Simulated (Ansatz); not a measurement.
Rock-salt LiI, treated with PBE-D4 (Ansatz, a first-principles code, PAW).

Run with plane-wave cutoff 520 eV, 10×10×10 k mesh, Fermi–Dirac smearing 0.01 eV, scalar-relativistic PAW data made under PBE.

Response to compression and expansion:

```json
[
 {"V (Å³/atom)": "24.179", "P (GPa)": "1.67", "direct gap at Γ (eV)": "4.785", "smallest gap on the k mesh (eV)": "4.370"},
 {"V (Å³/atom)": "24.694", "P (GPa)": "1.05", "direct gap at Γ (eV)": "4.684", "smallest gap on the k mesh (eV)": "4.369"},
 {"V (Å³/atom)": "25.208", "P (GPa)": "0.50", "direct gap at Γ (eV)": "4.588", "smallest gap on the k mesh (eV)": "4.368"},
 {"V (Å³/atom)": "25.723", "P (GPa)": "0.00", "direct gap at Γ (eV)": "4.497", "smallest gap on the k mesh (eV)": "4.366"},
 {"V (Å³/atom)": "26.237", "P (GPa)": "-0.44", "direct gap at Γ (eV)": "4.412", "smallest gap on the k mesh (eV)": "4.363"},
 {"V (Å³/atom)": "26.752", "P (GPa)": "-0.84", "direct gap at Γ (eV)": "4.331", "smallest gap on the k mesh (eV)": "4.321"},
 {"V (Å³/atom)": "27.266", "P (GPa)": "-1.20", "direct gap at Γ (eV)": "4.255", "smallest gap on the k mesh (eV)": "4.245"}
]
```

The fundamental gap (4.37 eV at the equilibrium volume, with added k points) lies elsewhere than Γ–Γ.

Measured, for comparison: band gap 6.4 eV (temperature not stated, no zero-point or thermal correction, our sources range from 6.10 to 6.40; as tabulated in Aguado et al. (1998), arXiv:cond-mat/9809176).

Spin–orbit coupling is not included; with these elements it can move the gap by several tenths of an eV or more.
